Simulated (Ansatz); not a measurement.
# SnS2: the cost of one run

Computed with Ansatz 0.2.0 (DFT LDA, all-electron LAPW, scalar-relativistic unless said, unless a step's input says otherwise).

## 1. The starting structure

Symmetry: P-3m1, No. 164, trigonal system. The conventional cell has a = 3.632 Å, b = 3.632 Å, c = 5.701 Å, α = 90.00°, β = 90.00°, γ = 120.00°. Sn (site symmetry -3m) is surrounded by 6 S at 2.56 Å. S (site symmetry 3m) has 3 Sn at 2.56 Å as nearest neighbours.

As a file:

```cif
data_structure
_symmetry_space_group_name_H-M 'P 1'
_symmetry_Int_Tables_number 1
_cell_length_a 3.6322
_cell_length_b 3.6322
_cell_length_c 5.7015
_cell_angle_alpha 90.000
_cell_angle_beta 90.000
_cell_angle_gamma 120.000
_cell_volume 65.14
loop_
_atom_site_label
_atom_site_type_symbol
_atom_site_fract_x
_atom_site_fract_y
_atom_site_fract_z
_atom_site_occupancy
Sn1 Sn 0.00000 0.00000 0.00000 1
S1 S 0.33333 0.66667 0.25731 1
S2 S 0.66667 0.33333 0.74269 1
```

Cartesian axes are those of the input's lattice vectors. The structure goes back to a database entry.

## 2. Reference run, fine mesh, LAPW

File input.yaml:

```yaml
crystal:
  lattice:
    - [3.63222486585, 0.0, 0.0]
    - [-1.81611243293, 3.14559900608, 0.0]
    - [0.0, 0.0, 5.70148352875]
  atoms:
    - { symbol: Sn, position: [0.0, 0.0, 0.0] }
    - { symbol: S, position: [0.333333333333, 0.666666666667, 0.257306965257] }
    - { symbol: S, position: [0.666666666667, 0.333333333333, 0.742693034743] }
kpoints:
  mp_grid: { grid: [6, 6, 4] }
scf:
  occupations: { method: fixed }
hamiltonian:
  xc: lda
  pseudopotentials: { kind: all_electron, lapw: { basis_error: 0.001 } }
output:
  forces: true
  stress: true
  eigenvalues: true
  eigenstates:
    nscf_kmesh: { grid: [10, 10, 6] }
    de_dk: true
    e_range: [-9, 11.07292618286]
checkpoint:
  write: ck
  write_wavefunctions: false
```

The run is started by

```console
> ansatz run input.yaml --threads 1 --pin off --max-ram 3072MiB --backend cpu --events-out ev --progress --plain --runs-dir out
```

Q: Estimate wall time and peak memory on 1 thread of Arm Neoverse V2, shared host.

About 24 s, with a peak of 0.32 GiB.
